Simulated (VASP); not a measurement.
# Se (R-3m) in VASP: further runs

One crystal, Se, is run at these levels: PBE; tasks: relaxation of cell and atoms.

Everything below comes from runs of VASP 6.6.1. Logs are shortened: lines on timing, memory, paths and dates and some standing lists are left out, and cuts for length are marked.

## Step 1: The structure

Symmetry: R-3m, No. 166, trigonal system. Conventional cell: a = 3.850 Å, b = 3.850 Å, c = 2.645 Å, α = 90.00°, β = 90.00°, γ = 120.00°. Around Se (site symmetry -3m) lie 8 Se at 2.39 to 2.65 Å.

This isn't the form of Se at room conditions, which is trigonal, of chains.

## Step 2: Relaxation of cell and atoms, PBE, target pressure 148 GPa, at which the enthalpy is minimised

Contents of INCAR:

```
SYSTEM = Se
PREC = Accurate ; ENCUT = 350
EDIFF = 1E-7 ; ISMEAR = 0
SIGMA = 0.02 ; LREAL = .False.
LASPH = .True. ; NELM = 60
ALGO = Fast ; ISIF = 3
LWAVE = .False. ; LCHARG = .False.
GGA = PE ; IBRION = 2
NSW = 80 ; EDIFFG = -0.002
PSTRESS = 1480.0
```

Contents of KPOINTS:

```
Automatic mesh
0
Gamma
  15 15 15
  0 0 0
```

Contents of POSCAR:

```
Se
1.0
    1.9250000000      1.1113992700      0.8816666700
   -1.9250000000      1.1113992700      0.8816666700
    0.0000000000     -2.2227985400      0.8816666700
Se
1
Direct
    0.0000000000      0.0000000000      0.0000000000
```

Potentials or basis: VASP PAW PBE potentials, release 64 (Se).

Launch:

```console
$ cat potpaw_PBE.64/Se/POTCAR > POTCAR
$ mpirun -np 1 vasp_std > vasp.out
```

OUTCAR:

```text
SYSTEM = Se
   PREC = Accurate
   ENCUT = 350
   EDIFF = 1E-7
   ISMEAR = 0
   LREAL = .False.
   LASPH = .True.
   NELM = 60
   ISIF = 3
   GGA = PE
   IBRION = 2
   NSW = 80
   EDIFFG = -0.002
   PSTRESS = 1480.0

 ion  position               nearest neighbor table
   1  0.000  0.000  0.000-

  LATTYP: Found a trigonal (rhomboedric) cell.
 ALAT       =     2.3912694232
 COS(alpha) =    -0.2960878580

  Lattice vectors:

 A1 = (   1.9250000000,   1.1113992700,   0.8816666700)
 A2 = (  -1.9250000000,   1.1113992700,   0.8816666700)
 A3 = (   0.0000000000,  -2.2227985400,   0.8816666700)

Analysis of symmetry for initial positions (statically):
=====================================================================
 Subroutine PRICEL returns:
 Original cell was already a primitive cell.

 Routine SETGRP: Setting up the symmetry group for a
 trigonal (rhombohedral) supercell.

 Subroutine GETGRP returns: Found 12 space group operations
 (whereof 12 operations were pure point group operations)
 out of a pool of 12 trial point group operations.

The static configuration has the point symmetry D_3d.

Analysis of symmetry for dynamics (positions and initial velocities):
=====================================================================
 Subroutine PRICEL returns:
 Original cell was already a primitive cell.

 Routine SETGRP: Setting up the symmetry group for a
 trigonal (rhombohedral) supercell.

 Subroutine GETGRP returns: Found 12 space group operations
 (whereof 12 operations were pure point group operations)
 out of a pool of 12 trial point group operations.

The dynamic configuration has the point symmetry D_3d.

 Subroutine INISYM returns: Found 12 space group operations
 (whereof 12 operations are pure point group operations),
 and found     1 'primitive' translations

----------------------------------------------------------------------------------------

                                     Primitive cell

  volume of cell :      11.3177

  direct lattice vectors                    reciprocal lattice vectors
     1.925000000  1.111399270  0.881666670     0.259740260  0.149961109  0.378071832
    -1.925000000  1.111399270  0.881666670    -0.259740260  0.149961109  0.378071832
     0.000000000 -2.222798540  0.881666670     0.000000000 -0.299922217  0.378071832

  length of vectors
     2.391269423  2.391269423  2.391269426     0.482588486  0.482588486  0.482588486

  position of ions in fractional coordinates (direct lattice)
     0.000000000  0.000000000  0.000000000

  ion indices of the primitive-cell ions
   primitive index   ion index
                 1           1

----------------------------------------------------------------------------------------

 KPOINTS: Automatic mesh

Automatic generation of k-mesh.
 Grid dimensions read from file:
 generate k-points for:   15   15   15

 Generating k-lattice:

  Cartesian coordinates                     Fractional coordinates (reciprocal lattice)
     0.017316017  0.009997407  0.025204789     0.066666667  0.000000000  0.000000000
    -0.017316017  0.009997407  0.025204789     0.000000000  0.066666667  0.000000000
     0.000000000 -0.019994814  0.025204789     0.000000000  0.000000000  0.066666667

  Length of vectors
     0.032172566  0.032172566  0.032172566

  Shift w.r.t. Gamma in fractional coordinates (k-lattice)
     0.000000000  0.000000000  0.000000000

 Subroutine IBZKPT returns following result:
 ===========================================

 Found    344 irreducible k-points:

 Following reciprocal coordinates:
            Coordinates               Weight
  0.000000  0.000000  0.000000      1.000000
  0.066667  0.000000  0.000000      6.000000
  0.133333  0.000000  0.000000      6.000000
  0.200000 -0.000000  0.000000      6.000000
  0.266667  0.000000  0.000000      6.000000
  0.333333 -0.000000  0.000000      6.000000
[... 16 lines left out ...]
  0.133333  0.133333  0.000000      6.000000
  0.200000  0.133333  0.000000     12.000000
 [... further k-points ...]
   k-points           NKPTS =    344   k-points in BZ     NKDIM =    344   number of bands    NBANDS=      7
   number of dos      NEDOS =    301   number of ions     NIONS =      1
   total plane-waves  NPLWV =   4096
   dimension x,y,z NGX =    16 NGY =   16 NGZ =   16
   dimension x,y,z NGXF=    32 NGYF=   32 NGZF=   32
   ions per type =               1
   NGX,Y,Z   is equivalent  to a cutoff of  11.12, 11.12, 11.12 a.u.
   NGXF,Y,Z  is equivalent  to a cutoff of  22.25, 22.25, 22.25 a.u.
 SYSTEM =  Se
   PREC   = accura    normal or accurate (medium, high low for compatibility)
   ISTART =      0    job   : 0-new  1-cont  2-samecut
   ICHARG =      2    charge: 1-file 2-atom 10-const
   ISPIN  =      1    spin polarized calculation?
   LNONCOLLINEAR =      F non collinear calculations
   LSORBIT =      F    spin-orbit coupling
   LASPH  =      T    aspherical Exc in radial PAW
   ENCUT  =  350.0 eV  25.72 Ry    5.07 a.u.   3.65  3.65  3.65*2*pi/ulx,y,z
   NELM   =     60;   NELMIN=  2; NELMDL= -5     # of ELM steps
   EDIFF  = 0.1E-06   stopping-criterion for ELM
   LREAL  =      F    real-space projection
   EDIFFG = -.2E-02   stopping-criterion for IOM
   NSW    =     80    number of steps for IOM
   IBRION =      2    ionic relax: 0-MD 1-quasi-New 2-CG
   NFREE  =      1    steps in history (QN), initial steepest desc. (CG)
   ISIF   =      3    stress and relaxation
   ISYM   =      2    0-nonsym 1-usesym 2-fastsym
   POTIM  = 0.5000    time-step for ionic-motion
   TEBEG  =    0.0;   TEEND  =   0.0 temperature during run
   PSTRESS= 1480.0 pullay stress
   NELECT =       6.0000    total number of electrons
   NUPDOWN=      -1.0000    fix difference up-down
   EMIN   =  10.00;   EMAX   =-10.00  energy-range for DOS
   EFERMI =   0.00;   METHOD = LEGACY
   ISMEAR =     0;   SIGMA  =   0.02  broadening in eV -4-tet -1-fermi 0-gaus
   EFERMI_NEDOS =   21; number of points for ismear=-14 and -15
   IALGO  =     68    algorithm
   IMIX   =      4    mixing-type and parameters
     AMIX     =   0.40;   BMIX     =  1.00
     AMIX_MAG =   1.60;   BMIX_MAG =  1.00
  volume/ion in A,a.u.               =      11.32        76.38
  Fermi-wavevector in a.u.,A,eV,Ry     =   1.324971  2.503832 23.885687  1.755548
  Thomas-Fermi vector in A             =   2.454466
   LORBIT       =      0    0 simple, 1 ext, 2 COOP (PROOUT), +10 PAW based schemes
   GGA     = PE    functional components
   LHFCALC =     F    Hartree Fock is set to
   AEXX    =    0.0000 exact exchange contribution
   IVDW    =     0    specifies the selected vdW correction
   LEPSILON=     F    determine dielectric tensor
   LRPA    =     F    only Hartree local field effects (RPA)
 conjugate gradient relaxation of ions
 non-spin polarized calculation
 RMM-DIIS sequential band-by-band and
 Gauss-broadening in eV      SIGMA  =   0.02
  energy-cutoff  :      350.00
  volume of cell :       11.32
 maximum number of plane-waves:       179
   NGX =  7   NGY =  7   NGZ =  7

--------------------------------------- Ionic step        1  -------------------------------------------

 number of electron       6.0000002 magnetization

 Free energy of the ion-electron system (eV)
  ---------------------------------------------------
  ext. energy  EPLUGINS =         0.00000000
  ---------------------------------------------------
  free energy    TOTEN  =        -0.27050652 eV

  energy without entropy =       -0.27043507  energy(sigma->0) =       -0.27047080

------------------------ aborting loop because EDIFF is reached ----------------------------------------

  FORCE on cell =-STRESS in cart. coord.  units (eV):
  Direction    XX          YY          ZZ          XY          YZ          ZX
  --------------------------------------------------------------------------------------
  -------------------------------------------------------------------------------------
  Total       11.5624794     11.5624794     11.0677838      0.0000000      0.0000000      0.0000000
  in kB     1636.8355098   1636.8355151   1566.8042301      0.0000000      0.0000000      0.0000000
  external PRESSURE =     133.4917516 kB  Pullay stress =    1480.0000000 kB
[... 90 lines left out ...]
  FREE ENERGIE OF THE ION-ELECTRON SYSTEM (eV)
  ---------------------------------------------------
  free  energy   TOTEN  =        -0.5320846202 eV

  energy  without entropy=       -0.5319698630  energy(sigma->0) =       -0.53202724

  enthalpy is  TOTEN    =        10.1728128653 eV   P V=       10.7048974855

[... ionic steps 4 to 13 ...]

--------------------------------------- Ionic step       14  -------------------------------------------

 number of electron       6.0000003 magnetization

------------------------ aborting loop because EDIFF is reached ----------------------------------------

  FORCE on cell =-STRESS in cart. coord.  units (eV):
  Direction    XX          YY          ZZ          XY          YZ          ZX
  --------------------------------------------------------------------------------------
  -------------------------------------------------------------------------------------
  Total       10.6545040     10.6545042     10.6630743      0.0000000      0.0000000     -0.0000000
  in kB     1479.8585690   1479.8585897   1481.0489320      0.0000000      0.0000000     -0.0000000
  external PRESSURE =       0.2553635 kB  Pullay stress =    1480.0000000 kB
[... 59 lines left out ...]
  enthalpy is  TOTEN    =        10.1688510618 eV   P V=       10.6569107916

--------------------------------------- Ionic step       16  -------------------------------------------

 number of electron       6.0000003 magnetization

 Free energy of the ion-electron system (eV)
  ---------------------------------------------------
  ext. energy  EPLUGINS =         0.00000000
  ---------------------------------------------------
  free energy    TOTEN  =        -0.48728939 eV

  energy without entropy =       -0.48725089  energy(sigma->0) =       -0.48727014

 E-fermi :  14.5642     XC(G=0): -13.3498

 val. band max:       14.5583435796   @ k =   0.4667   0.2000   0.0667
 cond. band min:      14.5998244991   @ k =  -0.3333   0.2000   0.1333
 fundamental gap:      0.0414809195
 Fermi energy:        14.5642066135

 k-point     1 :       0.0000    0.0000    0.0000
  band No.  band energies     occupation
      1      -8.8212      2.00000
      2      20.3188      0.00000
      3      22.1259      0.00000
      4      22.1259      0.00000
      5      27.3890      0.00000
      6      27.3890      0.00000
      7      29.1257      0.00000
[... 221 lines left out ...]
 k-point    24 :       0.2000    0.1333    0.0000
  band No.  band energies     occupation
      1      -6.0286      2.00000
      2      10.7705      2.00000
      3      13.5934      2.00000
      4      18.1446      0.00000
      5      26.0234      0.00000
      6      28.2813      0.00000
      7      31.6732      0.00000

 [... further k-points ...]
[... 5 lines left out ...]
  --------------------------------------------------------------------------------------
  -------------------------------------------------------------------------------------
  Total       10.6555056     10.6555058     10.6557654      0.0000000      0.0000000     -0.0000000
  in kB     1479.9119688   1479.9119978   1479.9480452      0.0000000      0.0000000     -0.0000000
  external PRESSURE =      -0.0759960 kB  Pullay stress =    1480.0000000 kB
[... 16 lines left out ...]
  FREE ENERGIE OF THE ION-ELECTRON SYSTEM (eV)
  ---------------------------------------------------
  free  energy   TOTEN  =        -0.4872893893 eV

  energy  without entropy=       -0.4872508905  energy(sigma->0) =       -0.48727014

  enthalpy is  TOTEN    =        10.1688500566 eV   P V=       10.6561394459

 reached required accuracy - stopping structural energy minimisation
```

Run time: 69 s. Hardware: 1 thread of Intel Xeon Platinum 8488C (Sapphire Rapids), shared host; peak memory 0.14 GiB.

What came out:

```yaml
Free_energy: -0.4873 eV
Relaxed_volume: 11.54 Å³/atom
Relaxed_cell: a = 2.423 Å, b = 2.423 Å, c = 2.423 Å, α = 107.90°, β = 107.90°, γ = 107.90°
Space_group_after_relaxing_to_0.05_Å: R-3m (No. 166)
Energy_change_on_relaxing_the_enthalpy_is_what_falls: -216.8 meV/atom
Ionic_steps: 16
Pressure_after_relaxing: 148.0 GPa
Band_gap_on_the_k_mesh: none (metal or under the smearing width)
```

The path:
```csv
step,energy change (eV),largest force (eV/Å),pressure (GPa),volume (Å³)
1,0.0000,0.0000,161.35,11.32
2,-1.2428,0.0000,92.34,12.93
3,-0.2616,0.0000,146.90,11.59
4,-0.2501,0.0000,147.53,11.58
5,-0.2336,0.0000,147.73,11.56
6,-0.2301,0.0000,147.83,11.55
7,-0.2231,0.0000,147.83,11.54
8,-0.2088,0.0000,148.47,11.53
9,-0.2055,0.0000,148.61,11.52
10,-0.2073,0.0000,148.53,11.53
11,-0.2669,0.0000,145.12,11.59
12,-0.2158,0.0000,148.04,11.53
13,-0.2160,0.0000,148.04,11.53
14,-0.2162,0.0000,148.03,11.54
15,-0.2176,0.0000,147.95,11.54
16,-0.2168,0.0000,147.99,11.54
```

Final structure:
```cif
data_structure
_symmetry_space_group_name_H-M 'P 1'
_symmetry_Int_Tables_number 1
_cell_length_a 2.4225
_cell_length_b 2.4225
_cell_length_c 2.4225
_cell_angle_alpha 107.903
_cell_angle_beta 107.903
_cell_angle_gamma 107.903
_cell_volume 11.54
loop_
_atom_site_label
_atom_site_type_symbol
_atom_site_fract_x
_atom_site_fract_y
_atom_site_fract_z
_atom_site_occupancy
Se1 Se 0.00000 0.00000 0.00000 1
```

Caveat: the cell is relaxed towards a set pressure, so the enthalpy falls and the energy may rise.

## Step 3: Relaxation of cell and atoms, PBE, target pressure 148 GPa, at which the enthalpy is minimised

This run uses another cell than the first one, of 11.54 Å³/atom, 1.019 times its volume.

INCAR is that of step 2.

KPOINTS is that of step 2.

Contents of POSCAR:

```
Se                                      
1.0
    1.9586407096      1.1308217520      0.8680576743
   -1.9586407096      1.1308217520      0.8680576743
   -0.0000000000     -2.2616435040      0.8680576743
  Se            
     1
Direct
     0.0000000000000000    0.0000000000000000    0.0000000000000000
```

Potentials or basis: VASP PAW PBE potentials, release 64 (Se).

Launch:

```console
$ cat potpaw_PBE.64/Se/POTCAR > POTCAR
$ mpirun -np 1 vasp_std > vasp.out
```

OUTCAR:

```text
SYSTEM = Se
   PREC = Accurate
   ENCUT = 350
   EDIFF = 1E-7
   ISMEAR = 0
   LREAL = .False.
   LASPH = .True.
   NELM = 60
   ISIF = 3
   GGA = PE
   IBRION = 2
   NSW = 80
   EDIFFG = -0.002
   PSTRESS = 1480.0

 ion  position               nearest neighbor table
   1  0.000  0.000  0.000-

  LATTYP: Found a trigonal (rhomboedric) cell.
 ALAT       =     2.4225101424
 COS(alpha) =    -0.3073995811

  Lattice vectors:

 A1 = (   1.9586407096,   1.1308217520,   0.8680576743)
 A2 = (  -1.9586407096,   1.1308217520,   0.8680576743)
 A3 = (   0.0000000000,  -2.2616435040,   0.8680576743)

Analysis of symmetry for initial positions (statically):
=====================================================================
 Subroutine PRICEL returns:
 Original cell was already a primitive cell.

 Routine SETGRP: Setting up the symmetry group for a
 trigonal (rhombohedral) supercell.

 Subroutine GETGRP returns: Found 12 space group operations
 (whereof 12 operations were pure point group operations)
 out of a pool of 12 trial point group operations.

The static configuration has the point symmetry D_3d.
[... 158 lines left out ...]
  free energy    TOTEN  =        -0.48746882 eV

  energy without entropy =       -0.48743033  energy(sigma->0) =       -0.48744957

 E-fermi :  14.5642     XC(G=0): -13.3498

 val. band max:       14.5583616564   @ k =   0.4667   0.2000   0.0667
 cond. band min:      14.5998620926   @ k =  -0.3333   0.2000   0.1333
 fundamental gap:      0.0415004362
 Fermi energy:        14.5642255417

 k-point     1 :       0.0000    0.0000    0.0000
  band No.  band energies     occupation
      1      -8.8212      2.00000
      2      20.3187      0.00000
      3      22.1260      0.00000
      4      22.1260      0.00000
      5      27.3890      0.00000
      6      27.3890      0.00000
      7      29.1255      0.00000
[... 221 lines left out ...]
 k-point    24 :       0.2000    0.1333   -0.0000
  band No.  band energies     occupation
      1      -6.0286      2.00000
      2      10.7705      2.00000
      3      13.5935      2.00000
      4      18.1447      0.00000
      5      26.0234      0.00000
      6      28.2811      0.00000
      7      31.6726      0.00000

 [... further k-points ...]
[... 5 lines left out ...]
  --------------------------------------------------------------------------------------
  -------------------------------------------------------------------------------------
  Total       10.6552091     10.6552093     10.6556505      0.0000000      0.0000000     -0.0000000
  in kB     1479.8707837   1479.8708127   1479.9320923      0.0000000      0.0000000     -0.0000000
  external PRESSURE =      -0.1087704 kB  Pullay stress =    1480.0000000 kB

 VOLUME and BASIS-vectors are now :
 -----------------------------------------------------------------------------
  energy-cutoff  :      350.00
  volume of cell :       11.54
      direct lattice vectors                 reciprocal lattice vectors
     1.958640710  1.130821752  0.868057674     0.255279081  0.147385445  0.383999063
    -1.958640710  1.130821752  0.868057674    -0.255279081  0.147385445  0.383999063
     0.000000000 -2.261643504  0.868057674     0.000000000 -0.294770889  0.383999063

 POSITION                                       TOTAL-FORCE (eV/Angst)
 -----------------------------------------------------------------------------------
      0.00000      0.00000      0.00000         0.000000     -0.000000      0.000000
 -----------------------------------------------------------------------------------
    total drift:                                0.000000      0.000000     -0.000000

  FREE ENERGIE OF THE ION-ELECTRON SYSTEM (eV)
  ---------------------------------------------------
  free  energy   TOTEN  =        -0.4874688185 eV

  energy  without entropy=       -0.4874303262  energy(sigma->0) =       -0.48744957

  enthalpy is  TOTEN    =        10.1686706273 eV   P V=       10.6561394459

 reached required accuracy - stopping structural energy minimisation
```

CONTCAR:

```text
Se
   1.00000000000000
     1.9586407096000000    1.1308217519999999    0.8680576743000000
    -1.9586407096000000    1.1308217519999999    0.8680576743000000
     0.0000000000000000   -2.2616435039999998    0.8680576743000000
  Se
     1
Direct
     0.0000000000000000    0.0000000000000000    0.0000000000000000

  0.00000000E+00  0.00000000E+00  0.00000000E+00
```

Run time: 9.6 s. Hardware: 1 thread of Intel Xeon Platinum 8488C (Sapphire Rapids), shared host; peak memory 0.12 GiB.

Results:

```yaml
Free_energy: -0.4875 eV
Pressure_after_relaxing: 148.0 GPa
Band_gap_on_the_k_mesh: none (metal or under the smearing width)
```

Final structure:
```yaml
crystal:
  lattice:
    - [1.95864, 1.13082, 0.86806]
    - [-1.95864, 1.13082, 0.86806]
    - [0.00000, -2.26164, 0.86806]
  atoms:
    - { symbol: Se, position: [0.00000, 0.00000, 0.00000] }
```

Caveat: the relaxation stopped at its first step, so nothing moved; the cell is relaxed towards a set pressure, so the enthalpy falls and the energy may rise.
